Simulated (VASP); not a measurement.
The system is NiO.

```
Ni O
1.0
     0.00000    2.08590    2.08590
     2.08590    0.00000    2.08590
     2.08590    2.08590    0.00000
Ni O
1 1
Direct
  0.00000 0.00000 0.00000
  0.50000 0.50000 0.50000
```

* Program: VASP 6.6.1
* Task: relaxation of cell and atoms
* Functional: optPBE-vdW
* Potentials or basis: VASP PAW PBE potentials, release 64 (Ni, O)
* Cutoff: 600 eV
* k mesh: 11 × 11 × 11
* Occupations: fermi-dirac, width 0.05 eV
* Spin: collinear spin, ferromagnetic start
* Starting moments: [1.0, 0.0] μB

At the start: pressure 5.6 GPa; volume 9.08 Å³/atom.

Task: Where does the relaxation end?

Result: Over 3 steps the energy falls by 5.1 meV/atom and the volume is 9.38 Å³/atom (+3.3 %); space group Fm-3m (No. 225, to 0.05 Å); moment 1.68 μB per cell.

The path:
```csv
step,energy change (eV),largest force (eV/Å),pressure (GPa),volume (Å³)
1,0.0000,0.0000,5.62,18.15
2,-0.0087,0.0000,-1.86,19.00
3,-0.0102,0.0000,0.08,18.76
```

Final structure:
```
Ni O
1.0
     0.00000    2.10886    2.10886
     2.10886    0.00000    2.10886
     2.10886    2.10886    0.00000
Ni O
1 1
Direct
  0.00000 0.00000 0.00000
  0.50000 0.50000 0.50000
```

Caveat: the PAW data sets were made with another functional, which shifts forces and pressure a little; a cell with one magnetic atom can't hold antiferromagnetic order, which such compounds often take.
